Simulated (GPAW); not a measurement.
A run of GPAW 26.7.0 is set up as follows.

run.py

```python
from ase.eos import EquationOfState
from ase.io import Trajectory, read
from ase.units import GPa
from gpaw import GPAW, PW

atoms = read('POSCAR')

traj = Trajectory('eos.traj', 'w')
volumes, energies = [], []
for x in [0.94, 0.96, 0.98, 1.0, 1.02, 1.04, 1.06]:
    a = atoms.copy()
    a.set_cell(atoms.cell * x**(1 / 3), scale_atoms=True)
    calc = GPAW(mode=PW(800),
                xc='LDA',
                kpts={'size': (9, 9, 9), 'gamma': True},
                occupations={'name': 'fermi-dirac', 'width': 0.05},
                setups='hgh',
                nbands=-8,
                convergence={'density': 1e-05, 'energy': 1e-05},
                maxiter=150,
                txt=f'eos-{x:.2f}.txt')
    a.calc = calc
    energies.append(a.get_potential_energy(force_consistent=True))
    volumes.append(a.get_volume())
    p = -a.get_stress()[:3].mean() / GPa
    calc.write(f'eos-{x:.2f}.gpw')
    traj.write(a)
    print(f'{x:.2f} {volumes[-1]:10.4f} A^3 {energies[-1]:14.6f} eV {p:9.3f} GPa', flush=True)

v0, e0, B = EquationOfState(volumes, energies, eos='birchmurnaghan').fit()
print(f'V0 = {v0:.4f} A^3, E0 = {e0:.6f} eV, B0 = {B / GPa:.2f} GPa')
```

File POSCAR:

```
Bi
1.0
   -1.9814305318      1.9814305318      1.9814305318
    1.9814305318     -1.9814305318      1.9814305318
    1.9814305318      1.9814305318     -1.9814305318
Bi
1
Direct
    0.0000000000      0.0000000000      0.0000000000
```

Potentials or basis: HGH pseudopotentials, pw.

Run with:

```sh
$ OMP_NUM_THREADS=1 python run.py
```

(1) Predict the equilibrium volume.

(2) What does it give for the bulk modulus?

Answers

(1) 29.25 Å³/atom (rough: see the caveat).

(2) 64 GPa (rough).

Caveat: the minimum lies outside the volumes run; HGH potentials are hard and often keep d shells in the core, so these values are rough.
